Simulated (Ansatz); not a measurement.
# CdS (P6_3mc): cell relaxations under several functionals, by script

Aim: cell relaxations under several functionals, for CdS (P6_3mc), run from a script.

Computed with Ansatz 0.2.0 through its Python package. The levels of theory stand in the script.

## Step 1: The structure

The structure is hexagonal, space group P6_3mc (No. 186). Conventional cell: a = 4.150 Å, b = 4.150 Å, c = 6.737 Å, α = 90.00°, β = 90.00°, γ = 120.00°. Cd (site symmetry 3m) is surrounded by 4 S at 2.53 to 2.54 Å. S (site symmetry 3m) is surrounded by 4 Cd at 2.53 to 2.54 Å.

The script holds or builds the structure itself.

## Step 2: The script

File lattice_cds.py:

```python
import logging
import sys
import warnings

import ansatz as az
import numpy as np

logging.basicConfig(stream=sys.stdout, format="[%(levelname)s] %(message)s")
logger = logging.getLogger("cds")
logger.setLevel(logging.INFO)

def edges_and_angles(cell):
    cell = np.asarray(cell)
    a, b, c = np.linalg.norm(cell, axis=1)
    cosines = cell[1] @ cell[2] / (b * c), cell[0] @ cell[2] / (a * c), cell[0] @ cell[1] / (a * b)
    return (a, b, c, *np.degrees(np.arccos(cosines)))

warnings.simplefilter("ignore", az.DeckWarning)

xtal = (
    az.Lattice.from_parameters(4.15, 4.15, 6.737, alpha=90.0, beta=90.0, gamma=120.0)
    .atom("Cd", (1 / 3, 2 / 3, 0.0))
    .atom("Cd", (2 / 3, 1 / 3, 0.5))
    .atom("S", (1 / 3, 2 / 3, 0.375))
    .atom("S", (2 / 3, 1 / 3, 0.875))
)

job = (
    xtal.calculation()
    .kpoints(12, 12, 4)
    .occupations("fixed")
    .scf(tolerance=1e-09)
    .relax(cell=True, force_tolerance=0.02, max_steps=100)
)

levels = [("pbe", "d3bj"), ("revpbe", "d3bj"), ("pbesol", "none"), ("r2scan", "d4")]
logger.info("level            a       b       c    alpha   beta  gamma  V/atom  steps")
for name, dispersion in levels:
    seen = []
    run = job.functional(name, dispersion=dispersion).session().plan()
    result = run.execute(on_event=lambda e: seen.append(e) if e["event"] == "relax_step" else None)
    cell = result.lattice.cell_ang
    label = name if dispersion == "none" else f"{name}+{dispersion}"
    print("{:13s} {:7.4f} {:7.4f} {:7.4f} {:6.2f} {:6.2f} {:6.2f}".format(label, *edges_and_angles(cell)), f"{abs(np.linalg.det(cell)) / len(result.lattice.sites):7.3f} {len(seen):5d}")
```

## Step 3: The calls as engine input

The package turns the script's settings into the engine's input (first run):

```yaml
crystal:
  lattice:
    a: 4.15
    b: 4.15
    c: 6.737
    alpha: 90.0
    beta: 90.0
    gamma: 120.0
  atoms:
    - { symbol: Cd, position: [0.3333333333333333, 0.6666666666666666, 0.0] }
    - { symbol: Cd, position: [0.6666666666666666, 0.3333333333333333, 0.5] }
    - { symbol: S, position: [0.3333333333333333, 0.6666666666666666, 0.375] }
    - { symbol: S, position: [0.6666666666666666, 0.3333333333333333, 0.875] }
kpoints:
  mp_grid:
    grid: [12, 12, 4]
hamiltonian:
  xc: pbe
  dispersion: d3bj
scf:
  convergence:
    dr2_threshold: 1.0e-09
  occupations:
    method: fixed
relax:
  f_tol: 0.02
  max_steps: 100
  cell: {}
```

## Step 4: Running it

Launch:

```console
$ python lattice_cds.py
```

The log of the run:

```text
[INFO] level            a       b       c    alpha   beta  gamma  V/atom  steps
pbe+d3bj       4.1420  4.1420  6.7524  90.00  90.00 120.00  25.081     4
revpbe+d3bj    4.1295  4.1295  6.7327  90.00  90.00 120.00  24.857     4
pbesol         4.1227  4.1227  6.7121  90.00  90.00 120.00  24.700     4
r2scan+d4      4.1470  4.1470  6.7441  90.00  90.00 120.00  25.110     4
```

It took 1.9 min on 1 thread of Intel Xeon 6975P-C (Granite Rapids), shared host; peak memory 0.83 GiB.

## Step 5: The engine's runs

The 4 runs, in the order started:

| run | functional | dispersion | energy (eV/atom) | final volume (Å³/atom) | pressure (GPa) | gap on the mesh (eV) | SCF cycles in all | CPU time (s) |
| --- | --- | --- | --- | --- | --- | --- | --- | --- |
| 1 | pbe | d3bj | -4579.2123 | 25.08 | 0.00 | 1.20 | 23 | 20 |
| 2 | revpbe | d3bj | -4583.6791 | 24.86 | 0.01 | 1.36 | 24 | 21 |
| 3 | pbesol | none | -4535.1133 | 24.70 | 0.01 | 1.09 | 25 | 21 |
| 4 | r2scan | d4 | -4587.9243 | 25.11 | 0.00 | 1.66 | 26 | 52 |

Totals under unlike functionals or potentials can't be compared directly.

## Step 6: How the relaxation of run 1 went

Relaxation path:

| step | energy from step 1 (eV/cell) | largest force component (eV/Å) | pressure (GPa) | volume (Å³) |
| --- | --- | --- | --- | --- |
| 1 | 0.0000 | 0.0661 | -0.09 | 100.48 |
| 2 | -0.0010 | 0.0201 | 0.00 | 100.31 |
| 3 | -0.0011 | 0.0029 | 0.00 | 100.32 |
| 4 | -0.0010 | 0.0029 | 0.00 | 100.32 |

Step 1 is the start. Step 4 repeats the geometry before it on a plane-wave basis chosen anew for that cell, so its energy need not be comparable with the rows above.

|  | before | after | change |
| --- | --- | --- | --- |
| a (Å) | 4.150 | 4.142 | -0.2 % |
| b (Å) | 4.150 | 4.142 | -0.2 % |
| c (Å) | 6.737 | 6.752 | +0.2 % |
| volume (Å³/atom) | 25.12 | 25.08 | -0.2 % |
| shortest distance (Å) | 2.526 | 2.534 | +0.3 % |
| space group (0.01 Å) | P6_3mc | P6_3mc | same |

Forces and stress were held to the start's 12 operations: a distortion of lower symmetry was not tested.

## Step 7: How the relaxation of run 4 went

Relaxation path:

| step | E - E(step 1) (eV/cell) | largest force component (eV/Å) | pressure (GPa) | volume (Å³) |
| --- | --- | --- | --- | --- |
| 1 | 0.0000 | 0.0714 | -0.02 | 100.48 |
| 2 | -0.0009 | 0.0238 | 0.01 | 100.43 |
| 3 | -0.0010 | 0.0023 | 0.00 | 100.44 |
| 4 | -0.0010 | 0.0023 | 0.00 | 100.44 |

Step 1 is the start. Step 4 repeats the geometry before it on a plane-wave basis chosen anew for that cell, so its energy need not be comparable with the rows above.

|  | before | after | change |
| --- | --- | --- | --- |
| a (Å) | 4.150 | 4.147 | -0.1 % |
| b (Å) | 4.150 | 4.147 | -0.1 % |
| c (Å) | 6.737 | 6.744 | +0.1 % |
| volume (Å³/atom) | 25.12 | 25.11 | 0.0 % |
| shortest distance (Å) | 2.526 | 2.535 | +0.3 % |
| space group (0.01 Å) | P6_3mc | P6_3mc | same |

Forces and stress were held to the start's 12 operations: a distortion of lower symmetry was not tested.

## Step 8: Summary of results

| quantity | value |
| --- | --- |
| runs compared | 4 |
| relaxed volume | 24.70 (pbesol) to 25.11 Å³/atom (r2scan d4) |
| gap on the mesh | 1.09 (pbesol) to 1.66 eV (r2scan) |

In words: From smallest to largest: PBEsol (24.70 Å³ an atom, -1.7 % against the start), revPBE+D3BJ (24.86 Å³ an atom, -1.0 % against the start), PBE+D3BJ (25.08 Å³ an atom, -0.2 % against the start) and r2SCAN+D4 (25.11 Å³ an atom, +0.0 % against the start). The spread is 1.7 % in volume. In run 1, the volume shrank by 0.2 % over 2 moves, and the space group stayed P6_3mc. In run 4, the volume hardly changed, and the space group stayed P6_3mc. Caveats:
- The program warned that this SCF threshold is loose for forces or stresses.
- The script silences the warnings on its input, which a real study should read.
